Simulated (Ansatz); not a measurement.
# ZnO: band gap under strain

Aim: follow the gap of ZnO (wurtzite) through these states: -1.5 % shear in the xy plane; +2.5 % strain along x alone. The table at the end shows which levels were run.

Code: Ansatz 0.2.0. PAW datasets, plane waves. No spin polarisation and no zero-point or thermal motion.

### 1 Starting point

The unstrained cell was relaxed with r2SCAN; in each strained cell the atoms were relaxed again with r2SCAN. Names of k-points are those of the unstrained zone, where strain can split equivalent points. First state: -1.5 % shear in the xy plane.

It is monoclinic, P2_1 (No. 4); conventional cell a = 3.214 Å, b = 5.211 Å, c = 3.235 Å, β = 119.4°, 11.81 Å³ an atom. Zn has 4 O at 1.97–1.98 Å; O has 4 Zn at 1.97–1.98 Å.

Coordinates:

```
CELL_PARAMETERS angstrom
3.23534 -0.02427 0.00000
-1.63868 2.81402 0.00000
0.00000 0.00000 5.21095
ATOMIC_POSITIONS crystal
Zn 0.33522 0.66666 0.99767
Zn 0.66478 0.33334 0.49767
O 0.33592 0.66674 0.37733
O 0.66408 0.33326 0.87733
```

From earlier runs on the unstrained cell: PBE 0.81 eV, r2SCAN 1.24 eV, HSE06 2.53 eV; a = 3.235 Å, c = 5.211 Å.

### 2 -1.5 % shear in the xy plane: PBE

input.yaml

```yaml
crystal:
  lattice:
    - [3.2353408614, -0.0242650564, 0.0]
    - [-1.638684586, 2.8140199041, 0.0]
    - [0.0, 0.0, 5.2109518227]
  atoms:
    - { symbol: Zn, position: [0.3352233762, 0.6666564399, -0.0023341813] }
    - { symbol: Zn, position: [0.6647766238, 0.3333435601, 0.4976658187] }
    - { symbol: O, position: [0.3359205286, 0.6667448033, 0.3773341813] }
    - { symbol: O, position: [0.6640794714, 0.3332551967, 0.8773341813] }
kpoints:
  mp_grid: { grid: [12, 12, 6] }
  band_path:
    path:
      - [0.0, 0.0, 0.0]
      - [0.5, 0.0, 0.0]
      - [0.3333333333, 0.3333333333, 0.0]
      - [0.0, 0.0, 0.5]
      - [0.5, 0.0, 0.5]
      - [0.3333333333, 0.3333333333, 0.5]
    npoints: 1
hamiltonian:
  xc: pbe
scf:
  occupations: { method: fermi_dirac, width: 0.02 }
  n_extra_bands: 5
output:
  forces: true
  stress: true
  eigenvalues: true
```

Further steps of the session: -1.5 % shear in the xy plane: r2SCAN; -1.5 % shear in the xy plane: HSE06; +2.5 % strain along x alone: PBE; +2.5 % strain along x alone: r2SCAN; +2.5 % strain along x alone: HSE06.

**Question.** What will these runs give?

The runs gave:

Least gap in eV (negative: overlap), with the change from the unstrained cell in brackets:

```
                       state  volume change (%)           PBE        r2SCAN         HSE06
-1.5 % shear in the xy plane               -0.0  0.79 (-0.02)  1.22 (-0.02)  2.51 (-0.02)
 +2.5 % strain along x alone               +2.5  0.76 (-0.05)  1.19 (-0.05)  2.46 (-0.07)
```

What this shows: The largest move of the HSE06 gap in the table is -0.070 eV, under +2.5 % strain along x alone. PBE and HSE06 differ by 1.72 eV on the unstrained gap, and by at most 0.02 eV on its change: the two disagree on the size of the gap but agree on its response to strain.
